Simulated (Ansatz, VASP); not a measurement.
# BP in two plane-wave programs, part 2 of 2

Aim: how closely do two programs agree when they are given the same cell, functional and k mesh?

VASP 6.6.1 and Ansatz 0.2.0.

So far. Step 4 (Differences): The walks stopped with 0.01 GPa left in Ansatz and -0.01 GPa in VASP; each walk ends within a tolerance, so the volume difference is uncertain by about these residues over the bulk modulus, most in soft cells.

## 5. VASP: relaxation, PBE

Level of this step: PBE, spin-polarised from a ferromagnetic start; plane waves and PAW (P, B) (VASP).

This run makes the geometry at which the two programs are then compared.

INCAR

```
SYSTEM = B7P8
PREC = Normal
ENCUT = 320
EDIFF = 1E-05
NELM = 120
ISMEAR = 0
SIGMA = 0.05
LREAL = Auto
ALGO = Fast
GGA = PE
NBANDS = 53
ISPIN = 2
MAGMOM = 0 0 0 0 0.6 0 0.6 0 0.6 0 0 0 0 0 0
LORBIT = 11
LWAVE = .FALSE.
LCHARG = .FALSE.
NCORE = 3
IBRION = 2
NSW = 60
ISIF = 2
EDIFFG = -0.05
POTIM = 0.4
MAXMIX = 40
ISYM = 0
```

POSCAR

```
B7P8
1.0
    0.0000000000      4.5470632966      4.5470632966
    4.5470632966      0.0000000000      4.5470632966
    4.5470632966      4.5470632966      0.0000000000
P B
8 7
Direct
    0.3767736085      0.3746798002      0.3768402323
    0.3808386864      0.3711246668      0.8731434700
    0.3782606622      0.8733428888      0.3742953528
    0.3756179873      0.8767866988      0.8745070263
    0.8752010635      0.3726783621      0.3740823864
    0.8731271850      0.3755864606      0.8770475305
    0.8761718737      0.8738639392      0.3726968808
    0.8806660549      0.8737619649      0.8750258114
    0.0014237258     -0.0021924510      0.4902675566
    0.0018762777      0.4990796005     -0.0009365811
   -0.0079336140      0.5062727398      0.5030424538
    0.4983879590      0.0045284876      0.0044565274
    0.4978742234      0.0028623607      0.4948768114
    0.4955584678      0.5014363985     -0.0009569062
    0.4978646044      0.5017031608      0.4979799592
```

KPOINTS

```
Automatic mesh
0
Gamma
2 2 2
0 0 0
```

PAW data sets: P and B (PBE family, release 64).

The run is started by

```sh
mpirun -np 3 vasp_std
```

Numbers of over 12 decimals in the logs are rounded to 6 here.

Output:

```text
[banner, memory and clock lines left out]
running    3 mpi-ranks, on    1 nodes
[...]
LDA part: xc-table for (Slater+PW92), standard interpolation
 POSCAR, INCAR and KPOINTS ok, starting setup
[...]
entering main loop
       N       E                     dE             d eps       ncg     rms          rms(c)
DAV:   1     0.109597641958E+03    0.10960E+03   -0.19003E+04  1696   0.683E+02
DAV:   2    -0.872839418566E+02   -0.19688E+03   -0.18475E+03  2102   0.153E+02
DAV:   3    -0.974182858634E+02   -0.10134E+02   -0.10007E+02  2222   0.323E+01
DAV:   4    -0.975435026969E+02   -0.12522E+00   -0.12484E+00  2198   0.410E+00
[...]
RMM:  12    -0.926088381676E+02   -0.17316E-03   -0.48882E-04  1702   0.815E-02    0.549E-02
RMM:  13    -0.926088811015E+02   -0.42934E-04   -0.13730E-04  1696   0.426E-02    0.236E-02
RMM:  14    -0.926088907499E+02   -0.96484E-05   -0.38864E-05  1453   0.216E-02
   1 F= -.92608891E+02 E0= -.92605846E+02  d E =-.926089E+02  mag=     0.2480
[... from here on, the cycles between the ionic steps are left out ...]
   2 F= -.92754835E+02 E0= -.92751337E+02  d E =-.145944E+00  mag=     0.2479
   3 F= -.92754868E+02 E0= -.92751364E+02  d E =-.145977E+00  mag=     0.2478
   4 F= -.92775532E+02 E0= -.92772529E+02  d E =-.206643E-01  mag=     0.2477
   5 F= -.92777049E+02 E0= -.92774249E+02  d E =-.221808E-01  mag=     0.2474
   6 F= -.92780692E+02 E0= -.92778063E+02  d E =-.364324E-02  mag=     0.2471
   7 F= -.92780967E+02 E0= -.92778394E+02  d E =-.391855E-02  mag=     0.2471
   8 F= -.92782145E+02 E0= -.92779722E+02  d E =-.117743E-02  mag=     0.2467
   9 F= -.92782830E+02 E0= -.92780616E+02  d E =-.186303E-02  mag=     0.2463
  10 F= -.92783681E+02 E0= -.92781780E+02  d E =-.850157E-03  mag=     0.2453
 trial-energy change:   -0.000850  1 .order   -0.000810   -0.001079   -0.000541
 step:   1.7339(harm=  2.1907)  dis= 0.00493  next Energy=   -92.783848 (dE=-0.102E-02)
 reached required accuracy - stopping structural energy minimisation
```

From OUTCAR (step 5):

```text
  Total       -0.5435995     -1.7326644     -0.5475939      0.0138192     -0.0569628      0.0129146
  in kB       -4.6319796    -14.7639322     -4.6660153      0.1177527     -0.4853769      0.1100447
  external PRESSURE =      -8.0206424 kB  Pullay stress =       0.0000000 kB

 POSITION                                       TOTAL-FORCE (eV/Angst)
 -----------------------------------------------------------------------------------
      3.41572      3.40049      3.41042        -0.014200      0.008557      0.034894
      5.67869      5.68620      3.41721        -0.022705      0.003415     -0.004562
      5.67386      3.40283      5.68561         0.009305     -0.012712     -0.011240
      7.92725      5.68869      5.71323         0.005089     -0.017832      0.004532
      3.41038      5.68411      5.68186         0.000643     -0.011842     -0.012876
      5.71218      7.94388      5.71254         0.000124      0.042561     -0.013694
      5.71112      5.68765      7.93122        -0.004857     -0.032777      0.019423
      7.92286      7.94822      7.93652         0.016884      0.003422     -0.012223
      6.81343      2.26981      4.55039         0.027729      0.008491     -0.008065
      2.26953      0.01330      2.27541         0.007190      0.003842      0.010741
      4.55003      6.81275      6.81999        -0.009914      0.033243     -0.005119
      4.54048      6.81862      2.27977        -0.018869     -0.004494     -0.002074
      2.27100      4.52775      2.27538         0.019741     -0.020820     -0.013478
      6.82193      6.81896      4.54841        -0.008095     -0.020067      0.010381
      4.54473      4.54260      4.54790        -0.008065      0.017012      0.003358
 -----------------------------------------------------------------------------------
    total drift:                               -0.001343     -0.013386      0.003465

  FREE ENERGIE OF THE ION-ELECTRON SYSTEM (eV)
  ---------------------------------------------------
  free  energy   TOTEN  =       -92.7836805633 eV

  energy  without entropy=      -92.7798803119  energy(sigma->0) =      -92.78178044

 magnetization (x)
# of ion       s       p       d       tot
------------------------------------------
    1        0.000   0.001   0.000   0.001
    2        0.000   0.001   0.000   0.001
    3        0.000   0.001   0.000   0.001
    4        0.002   0.028   0.000   0.030
    5        0.000   0.001   0.000   0.001
    6        0.002   0.027   0.000   0.029
    7        0.002   0.027   0.000   0.028
    8        0.002   0.028   0.000   0.030
    9        0.000   0.003   0.000   0.003
   10       -0.000  -0.000   0.000  -0.001
   11        0.000   0.002   0.000   0.002
   12        0.000   0.003   0.000   0.003
   13       -0.000  -0.000   0.000  -0.001
   14        0.000   0.003   0.000   0.003
   15       -0.000   0.000   0.000   0.000
--------------------------------------------------
tot          0.008   0.124   0.000   0.132

[... 1 part as in an earlier step ...]

[... 3 further parts left out ...]
[key lines of the parts left out:]
E-fermi :   7.4518
```

## 6. Ansatz: single point, PBE

The same cell, functional, mesh and smearing now go to Ansatz, which takes its cutoff from its data sets.

The structure compared here is the end of the VASP relaxation.

input.yaml

```yaml
crystal:
  lattice:
    - [0.0, 4.5470633, 4.5470633]
    - [4.5470633, 0.0, 4.5470633]
    - [4.5470633, 4.5470633, 0.0]
  atoms:
    - { symbol: P, position: [0.37333911, 0.37668709, 0.37450441] }
    - { symbol: P, position: [0.37658568, 0.37493412, 0.87393675] }
    - { symbol: P, position: [0.37547087, 0.8749218, 0.37288593] }
    - { symbol: P, position: [0.38207828, 0.87438701, 0.86899028] }
    - { symbol: P, position: [0.87480518, 0.37476092, 0.37525686], spin: 0.6 }
    - { symbol: P, position: [0.87355722, 0.38275727, 0.87347785] }
    - { symbol: P, position: [0.86954441, 0.87470581, 0.38129544], spin: 0.6 }
    - { symbol: P, position: [0.87549712, 0.8699196, 0.87249274] }
    - { symbol: B, position: [0.00074446, 0.99998606, 0.49843754], spin: 0.6 }
    - { symbol: B, position: [0.00210957, 0.49830428, 0.00081589] }
    - { symbol: B, position: [0.99874473, 0.50112302, 0.49952899] }
    - { symbol: B, position: [0.50119341, 0.00017935, 0.9983731] }
    - { symbol: B, position: [0.49835862, 0.00204873, 0.49739353] }
    - { symbol: B, position: [0.49982161, 0.50047449, 0.99981857] }
    - { symbol: B, position: [0.49985849, 0.50032554, 0.49916062] }
hamiltonian:
  xc: pbe
  pseudopotentials: { kind: paw }
magnetization:
  spin_polarized: true
kpoints:
  mp_grid: { grid: [2, 2, 2] }
scf:
  occupations: { method: gaussian, width: 0.05 }
  n_extra_bands: 9
output:
  forces: true
  eigenvalues: true
```

The run is started by

```sh
ansatz run input.yaml --threads 4 --pin off --max-ram 9216MiB --backend cpu --events-out ev --progress --plain --runs-dir out
```

Output:

```text
Warning: the band count 40 (scf.n_extra_bands) hosts the net moment |M| = 1.8000 μB (N_el = 61) but caps the reachable moment at 2·n_bands − N_el = 19.0000 μB, below the 47 bands that the automatic rule leaves for it — a moment growing past the seed, or the majority channel's smearing tail, pins there with fewer empty majority states than that count leaves; raise or omit scf.n_extra_bands unless the cap is intended
[...]
k-point 0 ↑: bands = [... 27 lower, 7.8042, 7.8067, 10.0622, 10.0893, 10.0950, 10.1889, 10.2149, 10.4292, ... 5 higher]
  k-point 1 ↑: bands = [... 27 lower, 6.8904, 7.4434, 7.4675, 9.6019, 9.6270, 11.1424, 11.1549, 11.1830, ... 5 higher]
  k-point 2 ↑: bands = [... 27 lower, 6.8902, 7.4449, 7.4690, 9.6025, 9.6261, 11.1497, 11.1550, 11.1784, ... 5 higher]
  k-point 7 ↓: bands = [... 27 lower, 6.9697, 7.4552, 7.4866, 9.6813, 9.7153, 11.1568, 11.1628, 11.1928, ... 5 higher]
[key lines of the parts left out:]
SCF converged after 14 iterations
Magnetization: 0.2438 μB (30.6219 up, 30.3781 down)
Free energy (F): -7139.754036 eV
Fermi energy:    9.160001 eV
```

The job ended after 1.1 s (4 threads of AMD EPYC 9R45, shared host; peak memory 0.64 GiB; 4 s of CPU time).

## 7. Side by side

What differs besides the data sets and the points named for the pairs above, as far as they apply: the cutoff is 420 eV in Ansatz and 320 eV in VASP (PREC = Normal, projectors in real space). Total energies have different zeros and are not compared.

Compared:

```
         quantity  Ansatz  VASP  difference
total moment (μB)    0.24  0.25        0.00
```

At this near-relaxed geometry the largest component of a force difference is 26 meV/Å.

## 8. Summary of results

```yaml
difference_in_volume_relaxation_of_cell_and_atoms_pbe: 0.11 %
difference_in_total_moment_single_point_pbe: -0.0014 μB
r_m_s_force_difference_single_point_pbe: 9.9 meV/Å
```

In words: The r.m.s. force difference is 9.9 meV/Å (single point, PBE), within the 12 meV/Å picked in this series as the mark of a large difference. Differences of this kind measure data sets and numerical settings, not the functional's error against experiment.

[Lines on the potential files, build, host, timing and source positions are cut from VASP's logs without a mark.]

[Logs are printed without paths, hosts, clocks, repeated set-up lines and the standing remarks that a program may print on its own settings, such as how far it seeks lower states.]

[Hosts, paths, dates, database ids (printed as entryN), source tags and the programs' standing remarks are cut or masked in the printed files.]
